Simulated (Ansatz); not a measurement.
Run on PbO (CsCl type): DFT, PBE, all-electron LAPW, scalar-relativistic (Ansatz 0.2.0). This run: CsCl relaxed under pressure.

The cell comes from a relaxation on PAW files under the same functional, begun from a prototype that needn't be the stable phase.

Command: `ansatz run input.yaml --threads 2 --pin off --max-ram 5120MiB --backend cpu --events-out ev --progress --plain --runs-dir out` It took 24 s on 2 threads of Arm Neoverse V2, on a shared host, peak memory 0.43 GiB.

```yaml
crystal:
  lattice:
    - [3.1075890309, 0.0, 0.0]
    - [0.0, 3.1075890309, 0.0]
    - [0.0, 0.0, 3.1075890309]
  atoms:
    - { symbol: Pb, position: [0.0, 0.0, 0.0] }
    - { symbol: O, position: [0.5, 0.5, 0.5] }
kpoints:
  mp_grid: { grid: [12, 12, 12] }
scf:
  occupations: { method: fermi_dirac, width: 0.05 }
hamiltonian:
  xc: pbe
  pseudopotentials: { kind: all_electron, lapw: { basis_error: 0.0005 } }
output:
  forces: true
  stress: true
  eigenvalues: true
relax:
  f_tol: 0.005
  max_steps: 12
  cell: { p_target: 12.0, stress_tol: 0.03 }
```

Output:

```
The last accepted step is kept in <dir> (removed where the run ends without a failure and the disk answers)
LAPW: plane waves up to 8.358 Å⁻¹, error target 5.0e-4 eV per atom; small_component_spin mean_spin; O in spheres of 1.163 Å, 6 of its electrons in bands, Dirac shells []; Pb in spheres of 1.448 Å, 36 of its electrons in bands, Dirac shells [] (how accurate: hamiltonian.pseudopotentials.lapw.basis_error, Limitations)
Engine: ansatz 0.2.0
Pseudopotentials: kind: all_electron
Pseudopotential: Pb, LAPW, valence charge 36, lapw/all_electron/scalar/gaussian/Pb, Koelling and Harmon's equation, gaussian nucleus
Pseudopotential: O, LAPW, valence charge 6, lapw/all_electron/scalar/gaussian/O, Koelling and Harmon's equation, gaussian nucleus
Functional definition: PBE
  parameter kappa = 0.804
  parameter beta = 0.06672455060314922
  exchange = pbe_x(kappa = kappa, mu = beta*pi^2/3)
  correlation = pbe_c(beta = beta)
Crystal: 2 atoms, lattice volume = 30.010 Å³
Basis set: ecut = 266.13602900646515 eV, 305 PW (Γ), exchange–correlation at level 2
Bands: 26, of which v1, the nominal top of the filled ones, is band 21 counted from 1 (20 counted from 0)
Symmetry: 48 space group operations
Space group: Pm-3m (ITA 221), of the structure as read, at distance tolerance 3.1e-5 Å
k-points: 84 of 1728
Non-local potential: Pb, projectors of the file, none
Non-local potential: O, projectors of the file, none
Initial density: superposition of atomic densities (chi_scale 0.1, normalization cell, long waves kept (reshape's long-wave potential 0.00 eV rms))
Initial wavefunctions: plane waves of lowest kinetic energy (no species holds an atomic orbital)
Functional: x = pbe(κ = 0.804, μ = 0.2195149727645171), c = pbe(β = 0.06672455060314922)
iter 1 solved again at ethr=8.44e-3 eV; its pass at ethr=1.00e-1 eV (dr2=3.54e0 eV) is discarded
SCF iter   1: F=—  HF=-570115.716235 eV  |F-HF|=—  |Δ(HF+E_count)|=         —  Δρ=8.47e-2  dr2=3.54e0  ethr=8.44e-3  ⟨swp⟩=2.0  Hψ=13651  notcnv=0
preconditioner: auto → Resta (q_TF=auto, 2.886 Å⁻¹)  ε∞=3.3  [insulator: Δε(μ)=1.169 eV  Ē_g=19.964 eV  σ=0.050 eV  W_gap=1.00  n_scr=18 (ndim 8)  ℏωp=30.3 eV  f_vac=0.000  D(μ)=0.00/eV (n_scr^D=0)  ε∞_Penn≈3.3]
iter 2 solved again at ethr=4.77e-4 eV; its pass at ethr=8.43e-3 eV (dr2=2.00e-1 eV) is discarded
SCF iter   2: F=—  HF=-570114.365885 eV  |F-HF|=—  |Δ(HF+E_count)|=    1.35e0  Δρ=2.65e-2  dr2=2.00e-1  ethr=4.77e-4  ⟨swp⟩=2.0  Hψ=11136  notcnv=0
SCF iter   3: F=—  HF=-570113.661063 eV  |F-HF|=—  |Δ(HF+E_count)|=   7.05e-1  Δρ=2.47e-2  dr2=3.45e-1  ethr=4.76e-4  ⟨swp⟩=3.0  Hψ=7128  notcnv=0
SCF iter   4: F=—  HF=-570113.692896 eV  |F-HF|=—  |Δ(HF+E_count)|=         —  Δρ=2.25e-2  dr2=2.37e-1  ethr=4.76e-4  ⟨swp⟩=3.0  Hψ=6563  notcnv=0
the basis was enlarged: its passes take 550.0 KiB over the memory plan, 2 of 2 planned eigensolver slots
SCF iter   5: F=—  HF=-570113.582575 eV  |F-HF|=—  |Δ(HF+E_count)|=   1.10e-1  Δρ=4.88e-3  dr2=1.39e-2  ethr=4.76e-4  ⟨swp⟩=2.4  Hψ=6210  notcnv=0
SCF iter   6: F=—  HF=-570113.580036 eV  |F-HF|=—  |Δ(HF+E_count)|=   2.54e-3  Δρ=2.93e-3  dr2=4.82e-3  ethr=3.31e-5  ⟨swp⟩=2.0  Hψ=6336  notcnv=0
SCF iter   7: F=—  HF=-570113.578535 eV  |F-HF|=—  |Δ(HF+E_count)|=   1.50e-3  Δρ=2.22e-4  dr2=3.10e-5  ethr=1.15e-5  ⟨swp⟩=2.0  Hψ=6338  notcnv=0
SCF iter   8: F=—  HF=-570113.578531 eV  |F-HF|=—  |Δ(HF+E_count)|=   3.76e-6  Δρ=9.66e-5  dr2=5.88e-6  ethr=7.38e-8  ⟨swp⟩=2.0  Hψ=6336  notcnv=0
SCF iter   9: F=-570113.578529 eV  HF=-570113.578529 eV  |F-HF|=2.14e-8  |Δ(HF+E_count)|=   1.63e-6  Δρ=6.90e-6  dr2=1.39e-8  ethr=1.40e-8  ⟨swp⟩=2.0  Hψ=6337  notcnv=0
SCF 1 converged in 9 iterations: F = -570113.578529 eV  dr2 = 1.39e-8
relax step   1: F+E_penalty+E_count = -570113.57852930 eV  Δ(F+E_penalty+E_count) = +0.000e0 eV  max|allowed force component| = 3.780e-31 eV/Å  Δτ_max = 0.0000 Å  P = +12.049 GPa  Ω = 30.010 Å³  (9 SCF iters, accepted)
Crystal: 2 atoms, lattice volume = 30.041 Å³
Basis set: ecut = 265.9535727836436 eV, 305 PW (Γ), exchange–correlation at level 2
Initial density: handed on by an earlier stage of this run
Initial wavefunctions: those handed on with the density
iter 1 solved again at ethr=1.20e-9 eV; its pass at ethr=1.00e-1 eV (dr2=5.03e-7 eV) is discarded
SCF iter   1: F=—  HF=-570113.580838 eV  |F-HF|=—  |Δ(HF+E_count)|=         —  Δρ=3.10e-5  dr2=5.39e-7  ethr=1.20e-9  ⟨swp⟩=5.0  Hψ=11707  notcnv=0
preconditioner: auto → Kerker (q_TF=auto, 2.885 Å⁻¹)  [metal: Δε(μ)=0.061 eV  Ē_g=19.869 eV  σ=0.050 eV  W_gap=0.30  n_scr=18 (ndim 8)  ℏωp=30.3 eV  f_vac=0.000  D(μ)=0.14/eV (n_scr^D=0)]
SCF iter   2: F=—  HF=-570113.580838 eV  |F-HF|=—  |Δ(HF+E_count)|=   6.33e-7  Δρ=1.95e-5  dr2=2.06e-7  ethr=1.20e-9  ⟨swp⟩=2.0  Hψ=6342  notcnv=0
SCF iter   3: F=—  HF=-570113.580838 eV  |F-HF|=—  |Δ(HF+E_count)|=  8.15e-10  Δρ=1.70e-5  dr2=1.82e-7  ethr=4.92e-10  ⟨swp⟩=2.0  Hψ=6342  notcnv=0
iter 4 solved again at ethr=4.32e-11 eV; its pass at ethr=4.33e-10 eV (dr2=1.82e-8 eV) is discarded
SCF iter   4: F=-570113.580838 eV  HF=-570113.580838 eV  |F-HF|=1.28e-9  |Δ(HF+E_count)|=   4.67e-8  Δρ=6.12e-6  dr2=1.82e-8  ethr=4.32e-11  ⟨swp⟩=2.0  Hψ=10800  notcnv=0
SCF 2 converged in 4 iterations: F = -570113.580838 eV  dr2 = 1.82e-8
relax step   2: F+E_penalty+E_count = -570113.58083766 eV  Δ(F+E_penalty+E_count) = -2.308e-3 eV  max|allowed force component| = 7.231e-31 eV/Å  Δτ_max = 0.0000 Å  P = +11.898 GPa  Ω = 30.041 Å³  (4 SCF iters, rejected (line search))
Crystal: 2 atoms, lattice volume = 30.020 Å³
Basis set: ecut = 266.07655697648397 eV, 305 PW (Γ), exchange–correlation at level 2
iter 1 solved again at ethr=3.97e-10 eV; its pass at ethr=1.00e-1 eV (dr2=1.67e-7 eV) is discarded
SCF iter   1: F=—  HF=-570113.579285 eV  |F-HF|=—  |Δ(HF+E_count)|=         —  Δρ=1.74e-5  dr2=1.74e-7  ethr=3.97e-10  ⟨swp⟩=5.1  Hψ=11861  notcnv=0
preconditioner: auto → Kerker (q_TF=auto, 2.885 Å⁻¹)  [metal: Δε(μ)=0.060 eV  Ē_g=19.874 eV  σ=0.050 eV  W_gap=0.29  n_scr=18 (ndim 8)  ℏωp=30.3 eV  f_vac=0.000  D(μ)=0.14/eV (n_scr^D=0)]
iter 2 solved again at ethr=3.86e-11 eV; its pass at ethr=3.97e-10 eV (dr2=1.62e-8 eV) is discarded
SCF iter   2: F=-570113.579284 eV  HF=-570113.579284 eV  |F-HF|=4.24e-8  |Δ(HF+E_count)|=   5.73e-7  Δρ=6.56e-6  dr2=1.62e-8  ethr=3.86e-11  ⟨swp⟩=2.0  Hψ=10799  notcnv=0
SCF 3 converged in 2 iterations: F = -570113.579284 eV  dr2 = 1.62e-8
relax step   3: F+E_penalty+E_count = -570113.57928445 eV  Δ(F+E_penalty+E_count) = -7.552e-4 eV  max|allowed force component| = 1.643e-31 eV/Å  Δτ_max = 0.0000 Å  P = +11.999 GPa  Ω = 30.020 Å³  (2 SCF iters, accepted)
iter 1 solved again at ethr=3.30e-11 eV; its pass at ethr=1.00e-1 eV (dr2=1.38e-8 eV) is discarded
SCF iter   1: F=—  HF=-570113.579285 eV  |F-HF|=—  |Δ(HF+E_count)|=         —  Δρ=6.44e-6  dr2=1.39e-8  ethr=3.30e-11  ⟨swp⟩=3.0  Hψ=10793  notcnv=0
SCF iter   2: F=-570113.579284 eV  HF=-570113.579284 eV  |F-HF|=6.44e-8  |Δ(HF+E_count)|=   5.39e-7  Δρ=9.08e-6  dr2=4.86e-8  ethr=3.30e-11  ⟨swp⟩=3.0  Hψ=6710  notcnv=0
SCF 4 converged in 2 iterations: F = -570113.579284 eV  dr2 = 4.86e-8
relax step   4: F+E_penalty+E_count = -570113.57928442 eV  Δ(F+E_penalty+E_count) = +2.887e-8 eV  max|allowed force component| = 8.217e-32 eV/Å  Δτ_max = 0.0000 Å  P = +12.001 GPa  Ω = 30.020 Å³  stress off target by 6.42e-4 GPa  SCF on the basis re-selected at this cell (its energy is not comparable with the rows above)  (2 SCF iters)
basis re-selected at this cell: Δ(F+E_penalty+E_count) = +2.887e-8 eV, ΔP = +0.001 GPa vs the last step (what re-selecting the basis moved, after the strain that the cell walked since its last selection, with what the two solves' SCF thresholds leave and, on support functions, any second-order correction that the steps lacked; it is no measure of the basis error at this ecutwfc). This SCF's stress stands 6.42e-4 GPa from its target on what of the cell is left free (relax.cell.stress_tol is 3.00e-2 GPa) and its largest allowed force component is 8.22e-32 eV/Å (relax.f_tol is 5.00e-3 eV/Å): within both
SCF converged after 2 iterations
Free energy (F): -570113.579284 eV
Harris-Foulkes:  -570113.579284 eV  (|F-HF|=6.44e-8)
Internal energy: -570113.578273 eV  (E = F + TS)
E sigma→0 (E₀):  -570113.578779 eV
Entropy (-TS):   -0.001011 eV (-0.506 meV/atom)
Fermi energy:    17.761093 eV
--- Per-component energies (eV) ---
  E_band       = -2049.680093
  E_kinetic    = 657021.446321
  E_xc         = -10813.834437
  E_electrostatic = -1216321.190157  (all electrons and nuclei)
  E_smearing   = -0.001011  (= −TS)
  E_closure    = 0.000000  (closes the sum)
  E_atoms      = -570103.946855  (free atoms, spherical and without spin; not in F)
  Σ components = -570113.579284   (vs F -570113.579284, Δ=0.00e0)
  Basis errors (estimates in eV, not in F): energy 1.6e-4 per atom: plane waves 1.4e-4 (7.5e-5 summed), levels above the bands 2.1e-118, relativity 2.5e-8, radial functions 1.2e-5, core shells 4.9e-7; eigenvalues (radial functions only) 5.3e-6; not estimated: angular momenta, meshes, grids; target (lapw.basis_error) 5.0e-4; muffin-tin radii O 1.163 Å, Pb 1.448 Å
--- Forces (eV/Å), atoms counted from 1 ---
  atom   1  Pb    -0.00000000    -0.00000000     0.00000000
  atom   2  O     -0.00000000    -0.00000000    -0.00000000
  max |Σ_I F_I| component: 3.62e-31 eV/Å
--- Stress (GPa, compression-positive) ---
       12.000642       0.000000      -0.000000
        0.000000      12.000642       0.000000
       -0.000000       0.000000      12.000642
  P = ⅓ Tr σ = 12.0006 GPa (120.006 kbar)
--- Band table (eV; the first three rows and the last of 84) ---
  k-point 0: bands = ["-121.5827", "-110.5892", "-110.5892", "-110.5892", "-110.5858", "-110.5858", "-110.5858", "-110.5814", "-63.4342", "-63.4342", "-63.4342", "-0.3360", "0.4406", "0.4406", "1.2816", "1.2816", "1.2816", "9.1106", "15.3816", "15.3816", "15.3816", "26.6916", "26.6916", "26.6916", "27.4516", "27.4516"]
  k-point 1: bands = ["-121.5827", "-110.5892", "-110.5892", "-110.5892", "-110.5858", "-110.5858", "-110.5858", "-110.5814", "-63.4350", "-63.4342", "-63.4342", "-0.2842", "0.4437", "0.4785", "1.2651", "1.2651", "1.2829", "9.0363", "15.4064", "15.4381", "15.4381", "25.2901", "26.6473", "26.6473", "27.4913", "28.6888"]
  k-point 2: bands = ["-121.5826", "-110.5892", "-110.5892", "-110.5892", "-110.5858", "-110.5858", "-110.5858", "-110.5814", "-63.4370", "-63.4340", "-63.4340", "-0.1386", "0.4522", "0.5826", "1.2203", "1.2203", "1.2867", "8.8335", "15.4960", "15.5952", "15.5952", "23.4811", "26.5097", "26.5097", "27.6091", "30.1086"]
  k-point 83: bands = ["-121.5820", "-110.5892", "-110.5892", "-110.5892", "-110.5858", "-110.5858", "-110.5858", "-110.5814", "-63.4437", "-63.4437", "-63.4437", "0.7443", "0.7443", "0.7443", "1.2840", "1.4874", "1.4874", "14.6082", "14.9461", "14.9461", "14.9461", "18.1083", "18.1083", "18.1083", "31.3796", "31.3796"]
--- Relaxed structure (3 steps of the walk, 2 accepted, 1 SCFs on fresh bases) ---
  F+E_penalty+E_count = -570113.57928442 eV   max|allowed force component| = 8.217e-32 eV/Å   (the final SCF, on the basis selected at the relaxed cell)
  cell:  # Å, volume = 30.0204 Å³
    - [3.1079363074584294, 3.209883240645393e-35, 0.0]
    - [3.209883240645393e-35, 3.1079363074584294, 0.0]
    - [0.0, 0.0, 3.1079363074584294]
  atoms:
    - { symbol: Pb, position: [-2.8439867327454402e-49, -3.6696603003166974e-50, 0.0] }
    - { symbol: O, position: [0.5, 0.5, 0.5] }
```

Next run (zincblende relaxed under pressure), as changes to the input before:

```diff
   lattice:
-    - [3.1075890309, 0.0, 0.0]
-    - [0.0, 3.1075890309, 0.0]
-    - [0.0, 0.0, 3.1075890309]
+    - [0.0, 2.6999200399, 2.6999200399]
+    - [2.6999200399, 0.0, 2.6999200399]
+    - [2.6999200399, 2.6999200399, 0.0]
   atoms:
-    - { symbol: O, position: [0.5, 0.5, 0.5] }
+    - { symbol: O, position: [0.25, 0.25, 0.25] }
 kpoints:
-  mp_grid: { grid: [12, 12, 12] }
+  mp_grid: { grid: [14, 14, 14] }
 scf:
```

Command: `ansatz run input.yaml --threads 2 --pin off --max-ram 5120MiB --backend cpu --events-out ev --progress --plain --runs-dir out` It took 50 s on 2 threads of Arm Neoverse V2, on a shared host, peak memory 0.55 GiB.

Results part of the output:

```
basis re-selected at this cell: Δ(F+E_penalty+E_count) = -8.568e-8 eV, ΔP = -0.001 GPa vs the last step (what re-selecting the basis moved, after the strain that the cell walked since its last selection, with what the two solves' SCF thresholds leave and, on support functions, any second-order correction that the steps lacked; it is no measure of the basis error at this ecutwfc). This SCF's stress stands 2.37e-2 GPa from its target on what of the cell is left free (relax.cell.stress_tol is 3.00e-2 GPa) and its largest allowed force component is 3.01e-17 eV/Å (relax.f_tol is 5.00e-3 eV/Å): within both
SCF converged after 3 iterations
Free energy (F): -570114.089282 eV
Harris-Foulkes:  -570114.089282 eV  (|F-HF|=1.16e-10)
Internal energy: -570114.088698 eV  (E = F + TS)
E sigma→0 (E₀):  -570114.088990 eV
Entropy (-TS):   -0.000584 eV (-0.292 meV/atom)
Fermi energy:    13.234366 eV
--- Per-component energies (eV) ---
  E_band       = -7064.554091
  E_kinetic    = 657023.985689
  E_xc         = -10813.913747
  E_electrostatic = -1216324.160639  (all electrons and nuclei)
  E_smearing   = -0.000584  (= −TS)
  E_closure    = 0.000000  (closes the sum)
  E_atoms      = -570103.946855  (free atoms, spherical and without spin; not in F)
  Σ components = -570114.089282   (vs F -570114.089282, Δ=0.00e0)
  Basis errors (estimates in eV, not in F): energy 2.2e-4 per atom: plane waves 2.0e-4 (1.2e-4 summed), levels above the bands 3.5e-104, relativity 3.8e-8, radial functions 2.1e-5, core shells 1.1e-7; eigenvalues (radial functions only) 2.7e-6; not estimated: angular momenta, meshes, grids; target (lapw.basis_error) 5.0e-4; muffin-tin radii O 1.001 Å, Pb 1.267 Å
[... lines left out ...]
       12.023700       0.000000      -0.000000
        0.000000      12.023700       0.000000
       -0.000000       0.000000      12.023700
  P = ⅓ Tr σ = 12.0237 GPa (120.237 kbar)
--- Band table (eV; the first three rows and the last of 104) ---
  k-point 0: bands = ["-492.6205", "-383.6009", "-383.6009", "-383.5985", "-383.5985", "-383.5985", "-126.0148", "-115.0207", "-115.0207", "-115.0207", "-115.0193", "-115.0193", "-115.0193", "-115.0175", "-67.8695", "-67.8695", "-67.8695", "-5.5292", "-3.5666", "-3.5666", "-3.5666", "-3.4044", "-3.4044", "6.1396", "10.2633", "10.2633", "10.2633", "18.6380", "18.6380", "18.6380", "21.8630", "25.4209", "25.4209"]
  k-point 1: bands = ["-492.6205", "-383.6009", "-383.6009", "-383.5985", "-383.5985", "-383.5985", "-126.0148", "-115.0207", "-115.0207", "-115.0207", "-115.0193", "-115.0193", "-115.0193", "-115.0175", "-67.8696", "-67.8695", "-67.8695", "-5.5287", "-3.5617", "-3.5617", "-3.5353", "-3.4046", "-3.4046", "6.0767", "10.2343", "10.2343", "10.2984", "18.1223", "18.6675", "18.6675", "22.4246", "24.9550", "25.2615"]
  k-point 2: bands = ["-492.6205", "-383.6009", "-383.6009", "-383.5985", "-383.5985", "-383.5985", "-126.0148", "-115.0207", "-115.0207", "-115.0207", "-115.0193", "-115.0193", "-115.0193", "-115.0175", "-67.8697", "-67.8696", "-67.8696", "-5.5290", "-3.5491", "-3.5491", "-3.4425", "-3.4039", "-3.4039", "5.8946", "10.1542", "10.1542", "10.3898", "17.2040", "18.7393", "18.7393", "23.0381", "24.9097", "24.9764"]
  k-point 103: bands = ["-492.6205", "-383.6009", "-383.6009", "-383.5985", "-383.5985", "-383.5985", "-126.0148", "-115.0207", "-115.0207", "-115.0207", "-115.0193", "-115.0193", "-115.0193", "-115.0175", "-67.8701", "-67.8700", "-67.8699", "-5.5729", "-3.4753", "-3.4679", "-3.3791", "-3.3585", "-2.4674", "4.7589", "8.4175", "8.5302", "13.1038", "15.0742", "16.7938", "18.3567", "22.0119", "25.7636", "26.9342"]
--- Relaxed structure (1 steps of the walk, 1 accepted, 1 SCFs on fresh bases) ---
  F+E_penalty+E_count = -570114.08928178 eV   max|allowed force component| = 3.007e-17 eV/Å   (the final SCF, on the basis selected at the relaxed cell)
  cell:  # Å, volume = 39.3625 Å³
    - [0.0, 2.6999200399, 2.6999200399]
    - [2.6999200399, 0.0, 2.6999200399]
    - [2.6999200399, 2.6999200399, 0.0]
  atoms:
    - { symbol: Pb, position: [0.0, 0.0, 0.0] }
    - { symbol: O, position: [0.25, 0.25, 0.25] }
```

Next run (WC relaxed under pressure), as changes to the input before:

```diff
   lattice:
-    - [0.0, 2.6999200399, 2.6999200399]
-    - [2.6999200399, 0.0, 2.6999200399]
-    - [2.6999200399, 2.6999200399, 0.0]
+    - [3.4009633891, 0.0, 0.0]
+    - [-1.7004816946, 2.9453206923, 0.0]
+    - [0.0, 0.0, 3.230816571]
   atoms:
-    - { symbol: O, position: [0.25, 0.25, 0.25] }
+    - { symbol: O, position: [0.3333333333, 0.6666666667, 0.5] }
 kpoints:
-  mp_grid: { grid: [14, 14, 14] }
+  mp_grid: { grid: [14, 14, 12] }
 scf:
```

Command: `ansatz run input.yaml --threads 2 --pin off --max-ram 5120MiB --backend cpu --events-out ev --progress --plain --runs-dir out` It took 94 s on 2 threads of Arm Neoverse V2, on a shared host, peak memory 0.64 GiB.

Results part of the output:

```
basis re-selected at this cell: Δ(F+E_penalty+E_count) = +3.388e-8 eV, ΔP = +0.001 GPa vs the last step (what re-selecting the basis moved, after the strain that the cell walked since its last selection, with what the two solves' SCF thresholds leave and, on support functions, any second-order correction that the steps lacked; it is no measure of the basis error at this ecutwfc). This SCF's stress stands 2.78e-3 GPa from its target on what of the cell is left free (relax.cell.stress_tol is 3.00e-2 GPa) and its largest allowed force component is 1.85e-17 eV/Å (relax.f_tol is 5.00e-3 eV/Å): within both
SCF converged after 2 iterations
Free energy (F): -570113.973874 eV
Harris-Foulkes:  -570113.973874 eV  (|F-HF|=4.21e-8)
Internal energy: -570113.973253 eV  (E = F + TS)
E sigma→0 (E₀):  -570113.973564 eV
Entropy (-TS):   -0.000622 eV (-0.311 meV/atom)
Fermi energy:    16.625702 eV
--- Per-component energies (eV) ---
  E_band       = -5908.938207
  E_kinetic    = 657022.298892
  E_xc         = -10813.951167
  E_electrostatic = -1216322.320978  (all electrons and nuclei)
  E_smearing   = -0.000622  (= −TS)
  E_closure    = 0.000000  (closes the sum)
  E_atoms      = -570103.946855  (free atoms, spherical and without spin; not in F)
  Σ components = -570113.973874   (vs F -570113.973874, Δ=0.00e0)
  Basis errors (estimates in eV, not in F): energy 2.0e-4 per atom: plane waves 1.8e-4 (1.0e-4 summed), levels above the bands 1.2e-124, relativity 1.0e-8, radial functions 1.8e-5, core shells 7.8e-7; eigenvalues (radial functions only) 2.2e-5; not estimated: angular momenta, meshes, grids; target (lapw.basis_error) 5.0e-4; muffin-tin radii O 1.095 Å, Pb 1.372 Å
[... lines left out ...]
       12.000625       0.000000       0.000000
        0.000000      12.000625       0.000000
        0.000000       0.000000      12.002780
  P = ⅓ Tr σ = 12.0013 GPa (120.013 kbar)
--- Band table (eV; the first three rows and the last of 168) ---
  k-point 0: bands = ["-380.3878", "-380.3874", "-380.3874", "-380.3815", "-380.3815", "-122.8021", "-111.8096", "-111.8096", "-111.8063", "-111.8044", "-111.8044", "-111.8019", "-111.8019", "-64.6699", "-64.6699", "-64.6308", "-2.0148", "-0.5817", "-0.3733", "-0.3733", "-0.0048", "-0.0048", "8.4182", "13.2082", "14.0035", "14.0035", "23.5877", "23.5877", "25.2173", "25.4379", "27.1057", "32.1758"]
  k-point 1: bands = ["-380.3878", "-380.3874", "-380.3874", "-380.3815", "-380.3815", "-122.8020", "-111.8096", "-111.8096", "-111.8063", "-111.8044", "-111.8044", "-111.8019", "-111.8019", "-64.6699", "-64.6699", "-64.6312", "-1.9674", "-0.5569", "-0.3705", "-0.3705", "-0.0173", "-0.0173", "8.2658", "13.3412", "14.0236", "14.0236", "23.6727", "23.6727", "23.8413", "26.4768", "27.3816", "31.9889"]
  k-point 2: bands = ["-380.3878", "-380.3874", "-380.3874", "-380.3815", "-380.3815", "-122.8020", "-111.8096", "-111.8096", "-111.8063", "-111.8044", "-111.8044", "-111.8019", "-111.8019", "-64.6698", "-64.6698", "-64.6323", "-1.8341", "-0.4885", "-0.3627", "-0.3627", "-0.0512", "-0.0512", "7.8733", "13.7010", "14.0777", "14.0777", "22.2304", "23.9204", "23.9204", "27.0842", "28.2950", "31.5608"]
  k-point 167: bands = ["-380.3878", "-380.3874", "-380.3874", "-380.3815", "-380.3815", "-122.8019", "-111.8096", "-111.8096", "-111.8063", "-111.8044", "-111.8044", "-111.8019", "-111.8019", "-64.6726", "-64.6721", "-64.6364", "-1.7784", "-0.3675", "-0.2615", "-0.1682", "0.0965", "0.9514", "10.9348", "11.6209", "11.7063", "13.4982", "16.5645", "21.0189", "22.5760", "25.2250", "31.4322", "33.0833"]
--- Relaxed structure (3 steps of the walk, 2 accepted, 1 SCFs on fresh bases) ---
  F+E_penalty+E_count = -570113.97387428 eV   max|allowed force component| = 1.850e-17 eV/Å   (the final SCF, on the basis selected at the relaxed cell)
  cell:  # Å, volume = 32.3716 Å³
    - [3.401513487311178, 2.887230066838173e-11, 0.0]
    - [-1.700756743680593, 2.945797091312441, 0.0]
    - [0.0, 0.0, 3.2306439126396858]
  atoms:
    - { symbol: Pb, position: [-3.0814879110195774e-33, -3.700743415524894e-17, 0.0] }
    - { symbol: O, position: [0.3333333333333333, 0.6666666666666666, 0.49999999999999994] }
```

Spin–orbit coupling is left out, which matters for the heavy atoms.
